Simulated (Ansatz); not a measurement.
**NiAs-type SrO**

Computed with Ansatz (plane waves, PAW, 420 eV cutoff): PBEsol, scalar-relativistic, no spin polarisation, Γ-centred 10×10×6 mesh, 0.05 eV Gaussian smearing; PAW files: Ansatz's generated set soft_2.

```
Sr O
1.0
     3.53662    0.00000    0.00000
    -1.76831    3.06280    0.00000
     0.00000    0.00000    6.21300
Sr O
2 2
Direct
  0.00000 0.00000 0.00000
  0.00000 0.00000 0.50000
  0.33333 0.66667 0.25000
  0.66667 0.33333 0.75000
```

The start was a prototype's sites filled with these elements. The Crystallography Open Database lists the compound in space group Fm-3m (rock salt), so this is a trial structure.

The cell has space group P6_3/mmc (read at 0.01 Å). In it the stress is 0.00, 0.00, 0.00, 0.00, 0.00, 0.00 GPa and the largest force component 0.000 eV/Å. Each change below starts from this cell, without further relaxation. Stress is in GPa, positive in compression, in the order xx, yy, zz, yz, xz, xy; energies are counted from the cell above.

What happens when atom 3 (O) is moved by 0.02 Å along x?

The energy changes by 0.6 meV per cell, and the force on it along the shift is -0.059 eV/Å (−F/u = 2.95 eV/Å²). Stress: 0.01, 0.00, 0.01, 0.00, 0.00, 0.09.
```
atom  Fx (eV/Å)      Fy      Fz
 Sr1      0.020   0.001  -0.001
 Sr2      0.020   0.001   0.001
  O3     -0.059  -0.001   0.000
  O4      0.020   0.000   0.000
```

What stress follows from an engineering strain of -1 % in xz, atoms carried along?

0.01, 0.01, 0.02, 0.00, 0.31, 0.00 GPa; the energy changes by 0.6 meV per cell.
The change of the stress over the strain gives a clamped-atom stiffness of about 31 GPa for this component.

